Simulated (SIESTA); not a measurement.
Ga under changes of volume

One of the cells (18.685 Å³/atom); the others are scaled copies at fixed shape and fractional positions:

```
Ga
1.0
     1.45000   -4.06500    0.00000
     1.45000    4.06500    0.00000
     0.00000    0.00000    3.17000
Ga
2
Direct
  0.13300 0.86700 0.75000
  0.86700 0.13300 0.25000
```

This isn't the form of Ga at room conditions, which is orthorhombic.

```yaml
Program: SIESTA 5.4.2
Functional: LDA
Potentials_or_basis: PseudoDojo 0.4 standard (LDA files)
Basis: DZP (energy shift 0.003 Ry; two zetas on semicore shells)
Grid_cutoff: 800 Ry
Energy_shift: 0.003 Ry
k_mesh: 10 × 10 × 8
Occupations: fermi-dirac, width 0.05 eV
Spin: no spin polarisation
```

```csv
volume (Å³/atom),energy over the lowest point (meV/atom),pressure (GPa),largest force (eV/Å)
17.564,0.00,-1.1,0.186
17.937,3.95,-2.3,0.172
18.311,10.61,-3.4,0.161
18.685,19.65,-4.3,0.152
19.058,30.76,-5.1,0.141
19.432,?,?,?
```

Problem. What does the run at 19.432 Å³/atom give?

Solution. Energy over the lowest point 43.64 meV/atom; pressure -5.8 GPa; largest force 0.131 eV/Å.

Worked out: A Birch-Murnaghan fit of order 3 (a polynomial in V^(-2/3)) to the other rows has its minimum at 17.27 Å³/atom, just outside them, with B0 = V·E''(V) = 67 GPa and B' = 4.8 at fixed shape and positions, which overstates the stiffness. It gives 43.75 meV/atom at 19.432 Å³/atom, against the run's 43.64, and -dE/dV = -5.9 GPa, against -5.8.

Energies are extrapolated to zero smearing.

Caveats: the basis of atomic orbitals isn't converged, which shifts pressures, moduli and gaps.
